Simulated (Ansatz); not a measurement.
# BeS: the band gap up the ladder of functionals

The task here is to estimate one member of a computed series from the others.

The runs shown are made with Ansatz 0.2.0. PAW datasets, plane waves. Spin-unpolarised throughout; all numbers are computed.

**The system as given**

The cell was relaxed beforehand with r2SCAN.

The symmetry is F-43m (No. 216, cubic); a = 4.869 Å in the conventional setting, 14.43 Å³ an atom. Near Be stand 4 S at 2.11 Å; near S stand 4 Be at 2.11 Å.

As a file:

```cif
data_structure
_symmetry_space_group_name_H-M 'F-43m'
_symmetry_Int_Tables_number 216
_cell_length_a 4.8686
_cell_length_b 4.8686
_cell_length_c 4.8686
_cell_angle_alpha 90.000
_cell_angle_beta 90.000
_cell_angle_gamma 90.000
_cell_volume 115.40
loop_
_atom_site_label
_atom_site_type_symbol
_atom_site_symmetry_multiplicity
_atom_site_Wyckoff_symbol
_atom_site_fract_x
_atom_site_fract_y
_atom_site_fract_z
_atom_site_occupancy
Be1 Be 4 a 0.00000 0.00000 0.00000 1
S1 S 4 c 0.25000 0.25000 0.25000 1
```

The first run:

File input.yaml:

```yaml
crystal:
  lattice:
    - [0.0, 2.4343058979, 2.4343058979]
    - [2.4343058979, 0.0, 2.4343058979]
    - [2.4343058979, 2.4343058979, 0.0]
  atoms:
    - { symbol: Be, position: [0.0, 0.0, 0.0] }
    - { symbol: S, position: [0.75, 0.75, 0.75] }
kpoints:
  mp_grid: { grid: [10, 10, 10] }
  band_path:
    path:
      - [[0.0, 0.0, 0.0], [-0.5, -0.5, -6.174798126229e-34], [-0.375, -0.375, 0.25]]
      - [[-0.375, 4.970880402457e-18, 0.375], [0.0, 0.0, 0.0], [3.313920268304e-18, 3.313920268304e-18, 0.5], [-0.5, -0.25, 0.25], [-0.5, -0.5, -6.174798126229e-34]]
    npoints: 10
hamiltonian:
  xc: pbe
scf:
  occupations: { method: fermi_dirac, width: 0.02 }
  n_extra_bands: 4
output:
  forces: true
  stress: true
  eigenvalues: true
```

Command:

```bash
ansatz run input.yaml --threads 2 --pin off --max-ram 29491MiB --backend cpu --events-out ev --progress --plain --runs-dir out
```

Steps of the session up to this table: Band structure with PBE; Single point with r2SCAN; Single point with HSE06; Single point with PBE0; LDA; G0W0 on PBE; Quasiparticle levels, G0W0@PBE; Single point with DDH-PBE0; Hartree-Fock at the same geometry; r2SCANh at the same geometry.

One of the session's tables, all rows but one given; the rest of the session is left out.

```
                     level  gap (eV)
                       PBE      3.14
                    r2SCAN      3.59
                     HSE06      4.09
                      PBE0      4.80
                       LDA      2.92
 G0W0@PBE (86 empty bands)      4.38
G0W0@PBE (213 empty bands)      4.53
                  DDH-PBE0      4.39
              Hartree-Fock     10.47
                   r2SCANh         ?
```

Q: Estimate the row for r2SCANh from the others.

**Answer.** gap (eV): 4.17. In the column «gap (eV)» it lies between HSE06 (4.09) and G0W0@PBE (86 empty bands) (4.38).

Meshes: PBE 10×10×10, r2SCAN 10×10×10, HSE06 6×6×6, PBE0 6×6×6, LDA 10×10×10, DDH-PBE0 6×6×6, Hartree-Fock 6×6×6, r2SCANh 6×6×6

What this shows: LDA gives the least gap, 2.92 eV, and Hartree-Fock the largest, 10.47 eV. Against G0W0@PBE, PBE is short by 1.39 eV, at 69 % of it, and r2SCAN 79 %. PBE0 lies 0.71 eV above HSE06, which differs from it by screening the long-range exchange. Hartree-Fock lies above G0W0@PBE by 5.9 eV. G0W0 values are finite-basis, finite-mesh values.

Caveats from the session: Warnings in the runs' records: stress scf threshold loose, stress exchange threshold loose.
